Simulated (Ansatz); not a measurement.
## MgO (P6_3mc): relaxing the cell for a phonon run

Wanted: the relaxed cell of MgO (P6_3mc).

Main program and level: Ansatz 0.2.0; DFT PBEsol, scalar-relativistic, plane waves, PAW; PAW set soft_1.

### Step 1. Starting point

The structure is hexagonal, space group P6_3mc (No. 186). Conventional cell: a = 3.308 Å, b = 3.308 Å, c = 4.983 Å, α = 90.00°, β = 90.00°, γ = 120.00°. Nearest to Mg lie 4 O at 1.97 to 1.99 Å. Nearest to O lie 4 Mg at 1.97 to 1.99 Å. Farther neighbours and most contacts between anions are not listed.

### Step 2. Probe on a coarse mesh

First a cheap look: the gap decides the mesh and the occupations, the pressure tells how far the cell has to move.

Contents of input.yaml:

```yaml
crystal:
  lattice:
    - [3.3077869865, 0.0, 0.0]
    - [-1.6538934933, 2.8646275606, 0.0]
    - [0.0, 0.0, 4.98288167]
  atoms:
    - { symbol: Mg, position: [0.33333333, 0.66666667, 0.00215974] }
    - { symbol: Mg, position: [0.66666667, 0.33333333, 0.50215974] }
    - { symbol: O, position: [0.33333333, 0.66666667, 0.40244026] }
    - { symbol: O, position: [0.66666667, 0.33333333, 0.90244026] }
kpoints:
  mp_grid: { grid: [6, 6, 4] }
hamiltonian:
  xc: pbesol
  pseudopotentials: { kind: paw, azcp: { folder: soft_1 }, xc_functional: pbe }
scf:
  occupations: { method: gaussian, width: 0.1 }
output:
  forces: true
  stress: true
  eigenvalues: true
```

Run with:

```bash
$ ansatz run input.yaml --threads 4 --pin off --max-ram 16384MiB --backend cpu --events-out ev --progress --plain --runs-dir out
```

Numbers of over 12 decimals in the logs are rounded to 6 here.

What it wrote:

```text
Engine: ansatz 0.2.0, aarch64-unknown-linux-gnu
Pseudopotentials: kind: paw
Pseudopotential: Mg, paw, valence charge 10, recommended cutoff 420 eV (normal), soft_1/Mg.paw.azcp
Pseudopotential: O, paw, valence charge 6, recommended cutoff 420 eV (normal), soft_1/O.paw.azcp
Functional definition: PBEsol
  exchange = pbesol_x
  correlation = pbesol_c
Crystal: 4 atoms, lattice volume = 47.216 Å³
[...]
--- Band table (eV; the first three rows and the last of 21) ---
  k-point 0: bands = [... 12 lower, 4.0983, 4.4399, 4.4399, 4.8871, 8.2356, 13.2966, 15.0996, 18.8554]
  k-point 1: bands = [... 12 lower, 4.1465, 4.1465, 4.3879, 4.3879, 9.1386, 12.3571, 16.1009, 18.9070]
  k-point 2: bands = [... 12 lower, 4.2658, 4.2658, 4.2658, 4.2658, 10.7640, 10.7640, 17.9793, 17.9793]
  k-point 20: bands = [... 12 lower, 2.7455, 2.7455, 4.4985, 4.4985, 13.2024, 13.2024, 14.6868, 14.6868]
[key lines of the parts left out:]
SCF converged after 8 iterations
Free energy (F): -4951.281738 eV
Fermi energy:    6.561353 eV
P = ⅓ Tr σ = 0.3690 GPa (3.690 kbar)
```

The job ended after 1.2 s (4 threads of Arm Neoverse V1, shared host; peak memory 0.29 GiB; 2.6 s of CPU time).

A gap read on the k-mesh alone can miss the band edges.

Numbers from this step:

- pressure: 0.3690 GPa
- gap on the k-mesh: 3.348 eV
- volume per atom: 11.80 Å³
- direct gap on mesh: 3.348 eV

The coarse mesh shows a gap of 3.35 eV and a pressure of 0.4 GPa.

### Step 3. Relaxation

Harmonic phonons are second derivatives at a point where the forces vanish, and they are wanted at zero stress, so atoms and cell are relaxed first.

Edit input.yaml of step 2 so:

```diff
@@ -11,3 +11,3 @@
 kpoints:
-  mp_grid: { grid: [6, 6, 4] }
+  mp_grid: { grid: [9, 9, 6] }
 hamiltonian:
@@ -16,3 +16,3 @@
 scf:
-  occupations: { method: gaussian, width: 0.1 }
+  occupations: { method: gaussian, width: 0.02 }
 output:
@@ -21 +21,6 @@
   eigenvalues: true
+relax:
+  adjacent_minimum: "off"
+  f_tol: 0.005
+  max_steps: 80
+  cell: { stress_tol: 0.05 }
```

What it wrote:

```text
[...]
Crystal: 4 atoms, lattice volume = 47.216 Å³
Basis set: ecut = 420 eV, 929 PW (Γ), exchange–correlation on 48×48×72 points (8 copies of the dense FFT grid, shifted against one another)
Bands: 20, of which v1, the nominal top of the filled ones, is band 16 counted from 1 (15 counted from 0)
Symmetry: 12 space group operations
[...]
k-points: 48 of 486 (time reversal used)
[...]
SCF iter   1: F=—  HF=-4951.592872 eV  |F-HF|=—  |Δ(HF+E_count)|=         —  Δρ=6.74e-2  dr2=1.65e0  ethr=3.10e-3  ⟨swp⟩=6.1  Hψ=4739  notcnv=0
[...]
SCF iter   8: F=-4951.282030 eV  HF=-4951.282030 eV  |F-HF|=2.17e-9  |Δ(HF+E_count)|=   9.74e-8  Δρ=3.46e-6  dr2=4.70e-9  ethr=3.13e-10  ⟨swp⟩=5.3  Hψ=4317  notcnv=0
SCF 1 converged in 8 iterations: F = -4951.282030 eV  dr2 = 4.70e-9
[...]
relax step   1: F+E_penalty+E_count = -4951.28202958 eV  Δ(F+E_penalty+E_count) = +0.000e0 eV  max|allowed force component| = 7.908e-3 eV/Å  Δτ_max = 0.0000 Å  P = +0.371 GPa  Ω = 47.216 Å³  (8 SCF iters, dr2 threshold 1.00e-7 eV, accepted)
Crystal: 4 atoms, lattice volume = 47.285 Å³
[...]
iter 1 solved again at ethr=4.12e-8 eV; its pass at ethr=3.10e-3 eV (dr2=1.32e-5 eV) is discarded
[...]
SCF iter   4: F=-4951.282038 eV  HF=-4951.282038 eV  |F-HF|=8.62e-9  |Δ(HF+E_count)|=   9.24e-8  Δρ=6.16e-6  dr2=1.85e-8  ethr=1.09e-9  ⟨swp⟩=4.4  Hψ=3544  notcnv=0
SCF 2 converged in 4 iterations: F = -4951.282038 eV  dr2 = 1.85e-8
[...]
relax step   2: F+E_penalty+E_count = -4951.28203778 eV  Δ(F+E_penalty+E_count) = -8.195e-6 eV  max|allowed force component| = 9.143e-3 eV/Å  Δτ_max = 0.0006 Å  P = +0.203 GPa  Ω = 47.285 Å³  energy of the carried Pulay correction = -1.345e-4 eV  (4 SCF iters, dr2 threshold 3.49e-7 eV, accepted)
Crystal: 4 atoms, lattice volume = 47.401 Å³
[...]
SCF iter   4: F=-4951.281939 eV  HF=-4951.281939 eV  |F-HF|=3.80e-8  |Δ(HF+E_count)|=   5.04e-8  Δρ=1.42e-5  dr2=8.97e-8  ethr=3.27e-10  ⟨swp⟩=4.0  Hψ=4032  notcnv=0
SCF 3 converged in 4 iterations: F = -4951.281939 eV  dr2 = 8.97e-8
relax step   3: F+E_penalty+E_count = -4951.28193926 eV  Δ(F+E_penalty+E_count) = +9.852e-5 eV  max|allowed force component| = 8.523e-3 eV/Å  Δτ_max = 0.0019 Å  P = -0.052 GPa  Ω = 47.401 Å³  energy of the carried Pulay correction = -3.598e-4 eV  (4 SCF iters, dr2 threshold 1.05e-7 eV, accepted)
[...]
relax step   4: F+E_penalty+E_count = -4951.28198219 eV  Δ(F+E_penalty+E_count) = -4.293e-5 eV  max|allowed force component| = 1.125e-3 eV/Å  Δτ_max = 0.0038 Å  P = -0.004 GPa  Ω = 47.418 Å³  energy of the carried Pulay correction = -3.943e-4 eV  (5 SCF iters, dr2 threshold 8.78e-9 eV, accepted)
[...]
SCF iter   6: F=-4951.282436 eV  HF=-4951.282436 eV  |F-HF|=2.73e-12  |Δ(HF+E_count)|=  1.21e-10  Δρ=9.74e-8  dr2=1.67e-12  ethr=1.00e-12  ⟨swp⟩=4.0  Hψ=3360  notcnv=0
SCF 5 converged in 6 iterations: F = -4951.282436 eV  dr2 = 1.67e-12
relax step   5: F+E_penalty+E_count = -4951.28243588 eV  Δ(F+E_penalty+E_count) = -4.537e-4 eV  max|allowed force component| = 1.169e-3 eV/Å  Δτ_max = 0.0000 Å  P = +0.014 GPa  Ω = 47.418 Å³  stress off target by 4.02e-2 GPa  SCF on the basis re-selected at this cell (its energy is not comparable with the rows above)  (6 SCF iters)
basis re-selected at this cell: Δ(F+E_penalty+E_count) = -4.537e-4 eV, ΔP = +0.017 GPa vs the last step (what re-selecting the basis moved, of the pressure what is left beyond the Pulay correction that the steps carried, after the strain that the cell walked since its last selection, with what the two solves' SCF thresholds leave and, on support functions, any second-order correction that the steps lacked; it is no m [...]
SCF converged after 6 iterations
Free energy (F): -4951.282436 eV
[...]
Internal energy: -4951.282436 eV  (E = F + TS)
E sigma→0 (E₀):  -4951.282436 eV
Fermi energy:    6.494670 eV
[...]
--- Forces (eV/Å), atoms counted from 1 ---
  atom   1  Mg     0.00000000    -0.00000000     0.00116904
  atom   2  Mg    -0.00000000     0.00000000     0.00116904
  atom   3  O      0.00000000    -0.00000000    -0.00116877
  atom   4  O     -0.00000000     0.00000000    -0.00116877
  max |Σ_I F_I| component: 5.23e-7 eV/Å
--- Stress (GPa, compression-positive) ---
        0.000336       0.000000      -0.000000
        0.000000       0.000336       0.000000
       -0.000000       0.000000       0.040248
  P = ⅓ Tr σ = 0.0136 GPa (0.136 kbar)
--- Band table (eV; the first three rows and the last of 48) ---
  k-point 0: bands = [... 12 lower, 4.0794, 4.4076, 4.4076, 4.8173, 8.1720, 13.2108, 14.9772, 18.8395]
  k-point 1: bands = [... 12 lower, 4.1006, 4.3847, 4.3847, 4.4190, 8.6179, 12.7179, 15.4937, 18.8541]
  k-point 2: bands = [... 12 lower, 4.1590, 4.1590, 4.3227, 4.3227, 9.5810, 11.7653, 16.5493, 18.9784]
  k-point 47: bands = [... 12 lower, 2.7107, 2.7107, 4.4401, 4.4401, 13.1455, 13.1455, 14.6065, 14.6065]
--- Relaxed structure (4 steps of the walk, 4 accepted, 1 SCFs on fresh bases) ---
  F+E_penalty+E_count = -4951.28243588 eV   max|allowed force component| = 1.169e-3 eV/Å   (the final SCF, on the basis selected at the relaxed cell)
  cell:  # Å, volume = 47.4184 Å³
    - [3.304786, 2.8841348352683266e-11, 1.0059009234050567e-18]
    - [-1.652393, 2.862029, -5.542574920071393e-19]
    - [1.5152986856604549e-18, 0, 5.013367]
  atoms:
    - { symbol: Mg, position: [0.333333, 0.666667, 0.00341369] }
    - { symbol: Mg, position: [0.666667, 0.333333, 0.503414] }
    - { symbol: O, position: [0.333333, 0.666667, 0.401186] }
    - { symbol: O, position: [0.666667, 0.333333, 0.901186] }
```

It took 5.8 s on 4 threads; peak memory 0.37 GiB; 21 s of CPU time.

The steps of the relaxation:

```csv
step,energy less that of the first step (eV),largest force component (eV/Å),pressure (GPa),volume (Å³)
1,0.0000,0.0079,0.37,47.22
2,0.0000,0.0091,0.20,47.28
3,0.0001,0.0085,-0.05,47.40
4,0.0000,0.0011,0.00,47.42
5*,-0.0004,0.0012,0.01,47.42
```

Relaxation steps marked * repeat the geometry before them on a plane-wave basis chosen anew for their cell, so energy and pressure can jump there.

The run keeps the 12 symmetry operations that it works with, so distortions that break them were not tested.

| conventional cell, symmetrised | before | after | change |
| --- | --- | --- | --- |
| a (Å) | 3.308 | 3.305 | -0.1 % |
| b (Å) | 3.308 | 3.305 | -0.1 % |
| c (Å) | 4.983 | 5.013 | +0.6 % |
| volume (Å³/atom) | 11.80 | 11.85 | +0.4 % |

The relaxed structure:

```xyz
4
Lattice="3.3048 0.0000 0.0000 -1.6524 2.8620 0.0000 0.0000 0.0000 5.0134" Properties=species:S:1:pos:R:3 pbc="T T T"
Mg    0.0000    1.9080    0.0171
Mg    1.6524    0.9540    2.5238
O     0.0000    1.9080    2.0113
O     1.6524    0.9540    4.5180
```

Numbers from this step:

```yaml
pressure: 0.01364 GPa
gap_on_the_k_mesh: 3.355 eV
volume_per_atom: 11.85 Å³
direct_gap_on_mesh: 3.355 eV
```

In this step the volume went from 11.80 to 11.85 Å³/atom.

### Step 4. Relaxing to small forces for the phonons

Phonons need a cell at rest on their own settings, so the relaxation is repeated with tight tolerances on forces and stress on the k mesh and occupations of the first response run.

Contents of input.yaml:

```yaml
crystal:
  lattice:
    - [3.3047862489, 0.0, 0.0]
    - [-1.6523931245, 2.8620288456, 0.0]
    - [0.0, 0.0, 5.0133672488]
  atoms:
    - { symbol: Mg, position: [0.3333333333, 0.6666666667, 0.0034136906] }
    - { symbol: Mg, position: [0.6666666667, 0.3333333333, 0.5034136906] }
    - { symbol: O, position: [0.3333333333, 0.6666666667, 0.4011863094] }
    - { symbol: O, position: [0.6666666667, 0.3333333333, 0.9011863094] }
kpoints:
  mp_grid: { grid: [9, 9, 6] }
hamiltonian:
  xc: pbesol
  pseudopotentials: { kind: paw, azcp: { folder: soft_1 }, xc_functional: pbe }
scf:
  occupations: { method: fixed }
output:
  forces: true
  stress: true
  eigenvalues: true
  write_density: true
  write_potential: true
  elf: true
  volumetric_format: npy
relax:
  adjacent_minimum: "off"
  f_tol: 0.001
  max_steps: 60
  cell: { stress_tol: 0.01 }
```

What it wrote:

```text
[...]
Crystal: 4 atoms, lattice volume = 47.418 Å³
Basis set: ecut = 420 eV, 929 PW (Γ), exchange–correlation on 48×48×72 points (8 copies of the dense FFT grid, shifted against one another)
Bands: 20, of which v1, the nominal top of the filled ones, is band 16 counted from 1 (15 counted from 0)
Symmetry: 12 space group operations
[...]
k-points: 48 of 486 (time reversal used)
[...]
--- Relaxed structure (6 steps of the walk, 6 accepted, 2 SCFs on fresh bases) ---
[...]
cell:  # Å, volume = 47.4386 Å³
    - [3.303269, 2.8854267926191586e-11, 0]
    - [-1.651634, 2.860715, 0]
    - [0, 0, 5.020118]
  atoms:
    - { symbol: Mg, position: [0.333333, 0.666667, 0.00370982] }
    - { symbol: Mg, position: [0.666667, 0.333333, 0.503710] }
    - { symbol: O, position: [0.333333, 0.666667, 0.400890] }
    - { symbol: O, position: [0.666667, 0.333333, 0.900890] }
[key lines of the parts left out:]
SCF converged after 6 iterations
Free energy (F): -4951.282411 eV
Fermi energy:    4.806008 eV
P = ⅓ Tr σ = -0.0000 GPa (-0.000 kbar)
```

The job ended after 9.6 s (4 threads; peak memory 0.37 GiB; 35 s of CPU time).

Step by step:

```
step  energy less that of the first step (eV)  largest force component (eV/Å)  pressure (GPa)  volume (Å³)
   1                                   0.0000                          0.0012            0.01        47.42
   2                                   0.0000                          0.0015            0.01        47.42
   3                                   0.0000                          0.0011            0.00        47.43
   4                                   0.0000                          0.0006           -0.01        47.44
   5                                   0.0000                          0.0000            0.00        47.43
  6*                                   0.0000                          0.0000            0.00        47.43
   7                                   0.0000                          0.0000            0.00        47.44
  8*                                   0.0000                          0.0001            0.00        47.44
```

Relaxation steps marked * repeat the geometry before them on a plane-wave basis chosen anew for their cell, so energy and pressure can jump there.

The run keeps the 12 symmetry operations that it works with, so distortions that break them were not tested.

```
conventional cell, symmetrised  before  after  change
                         a (Å)   3.305  3.303  -0.0 %
                         b (Å)   3.305  3.303  -0.0 %
                         c (Å)   5.013  5.020  +0.1 %
              volume (Å³/atom)   11.85  11.86  +0.0 %
```

The relaxed structure:

```cif
data_structure
_symmetry_space_group_name_H-M 'P 1'
_symmetry_Int_Tables_number 1
_cell_length_a 3.3033
_cell_length_b 3.3033
_cell_length_c 5.0201
_cell_angle_alpha 90.000
_cell_angle_beta 90.000
_cell_angle_gamma 120.000
_cell_volume 47.44
loop_
_atom_site_label
_atom_site_type_symbol
_atom_site_fract_x
_atom_site_fract_y
_atom_site_fract_z
_atom_site_occupancy
Mg1 Mg 0.33333 0.66667 0.00371 1
Mg2 Mg 0.66667 0.33333 0.50371 1
O3 O 0.33333 0.66667 0.40089 1
O4 O 0.66667 0.33333 0.90089 1
```

This step gave:

| Property | Result |
| --- | --- |
| pressure | -4.76e-6 GPa |
| gap on the k-mesh | 3.360 eV |
| volume per atom | 11.86 Å³ |
| direct gap on mesh | 3.360 eV |

Valence density in the ac plane at fractional y = 0.333, with atoms of Mg and O within 0.2 Å of it. It is the smooth field of the valence electrons, not physical close to the nuclei.

Ten steps, logarithmic in the rise over the least value, from '_' (0 e/Å³) to '@' (28 e/Å³):
```
..__________..::--==******++==--..
..__________..::--++**####**++--::
..__________..::--++**####**++--::
..__________..::--==******++==--..
______________..::--==++++==--::..
______________....::--------::....
________________....::::::::....__
__________________............____
____________________........______
__________________..--====--..____
________________..==**####**--____
________________::**%%@@@@%%++..__
__..........__..--**@@@@@@%%++::__
................::**%%@@@@##++....
..................--**####++--....
..............____..::----::..____
............______________________
__........________________________
__________________________________
__________________________________
__________________________________
__________________________________
____________________......________
________________......::::......__
______________....::--------::....
____________....::--==++++==--::..
```
Columns run along a (3.3 Å), rows up along c (5.0 Å). Atoms in or near the plane, at fractional coordinates: Mg at (0.67, 0.50), O at (0.67, 0.90).

ELF in the ac plane at fractional y = 0.333, with atoms of Mg and O within 0.2 Å of it. It is the smooth field of the valence electrons, not physical close to the nuclei.

Ten even steps from '_' (0.01) to '@' (0.83):
```
--________..++%%@@@@%%####@@@@@@%%
++..______::**@@@@@@**====##@@@@%%
++::______--**@@@@@@**--==##@@@@%%
++::______--**%%@@@@%%####%%@@@@%%
++::______--**%%@@@@@@@@@@@@@@@@##
--..______::==##%%@@@@@@@@@@@@%%**
::________..::==**##%%%%%%%%##**==
____________....::::::::::::::::..
__________________________________
__....::....______..::----::..____
__::--==--::____..--==----==::____
..==++**++--..__::==::....----..__
::**####**++..__::--::....----..__
--####%%##**::__..----..::----..__
++##%%%%####==____--==----==::__..
++##%%%%####==..__..::----::____::
++########**++::________________--
++********++==::______________..--
--==++++++==--..______________..::
::----==--::....________________..
__..........__________....________
________________..::::----::....__
______________..--==++****++==::..
____________..==**##%%%%%%%%##++--
..__________::**%%@@@@@@@@@@@@##++
::________..==##@@@@@@@@@@@@@@@@##
```
Columns run along a (3.3 Å), rows up along c (5.0 Å). Atoms in or near the plane, at fractional coordinates: Mg at (0.67, 0.50), O at (0.67, 0.90).

Electrostatic potential energy in the ac plane at fractional y = 0.333, with atoms of Mg and O within 0.2 Å of it. With pseudopotentials it is smooth inside the atoms' cores, unlike the true potential.

Ten even steps from '0' (-66 eV) to '9' (10 eV):
```
99989999854445699
99999999754334589
99999999754334589
99999999854444699
99999999975556899
99999999998778999
99999999999999999
99999999999889999
99999999987778899
99999999864345789
99999998741002579
99999998510000368
99999998510000268
99999998620000378
99999998741002589
99999999875446789
99999999988778899
99999999999899999
99999999999999999
99999999999999999
99999999999999999
99999999999999999
99999999999999999
99999999999999999
99888999998889999
99888999976556899
```
Columns run along a (3.3 Å; values clipped at the 3rd and 97th percentile), rows up along c (5.0 Å). Atoms in or near the plane, at fractional coordinates: Mg at (0.67, 0.50), O at (0.67, 0.90).

The largest force component left is 0.050 meV/Å and the pressure is 0.000 GPa, within the tolerances set. The cell now holds 11.86 Å³/atom.

### Step 5. Results

| Item | Value |
| --- | --- |
| space group after relaxation (within 0.01 Å) | P6_3mc |
| lattice constant a | 3.303 Å |
| lattice constant b | 3.303 Å |
| lattice constant c | 5.020 Å |
| volume per atom | 11.9 Å³ |
| gap on the k-mesh | 3.36 eV |

What this shows: The largest force component left is 0.050 meV/Å and the pressure is 0.000 GPa, within the tolerances set. The cell now holds 11.86 Å³/atom. The relaxation keeps the symmetry of its start, so it says nothing on stability against lower symmetry. The PAW files were made for PBE and serve the other functionals too.

[Logs are printed without paths, hosts, clocks, repeated set-up lines and the standing remarks that a program may print on its own settings, such as how far it seeks lower states.]

[Hosts, paths, dates, database ids (printed as entryN), source tags and the programs' standing remarks are cut or masked in the printed files.]
